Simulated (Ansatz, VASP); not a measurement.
## Ge in VASP and in Ansatz

```
Ge
1.0
     0.00000    0.00000   -2.64273
     2.76521    0.00000    0.00000
     0.00000   -5.03900    0.00000
Ge
2
Direct
  0.98108 0.50000 0.00000
  0.01892 0.00000 0.50000
```

Change from the starting cell: mode 5 (55.6 1/cm) frozen in, largest displacement +0.050 Å.

Alike in both runs: task single point; functional PBEsol; k mesh 22 × 22 × 12; occupations gaussian, width 0.15 eV; no spin polarisation.

```csv
,VASP,Ansatz
version,VASP 6.6.1,Ansatz 0.2.0
potentials or method,"VASP PAW PBE potentials, release 64 (Ge_d)","scalar-relativistic, plane waves, PAW"
plane-wave cutoff (eV),520,420
valence electrons in the cell,28,28
```

|  | VASP | Ansatz | Ansatz less VASP |
| --- | --- | --- | --- |
| gap on the k mesh at the Fermi level (eV) | none | none | - |
| pressure (GPa) | -0.1 | 0.0 | +0.08 |
| largest component of the traceless stress (GPa) | 1.28 | 1.26 | -0.017 |
| rms of the force components (eV/Å) | 0.024 | 0.024 | -0.0006 |

Atom by atom the forces differ by 0.001 eV/Å (rms over components). A gap of «none» marks a metal or a gap that the smearing closes. With one functional, cell and mesh, what is left measures potentials, basis and numerics.

Caveats: the PAW data sets were made with another functional, which shifts forces and pressure a little (VASP).
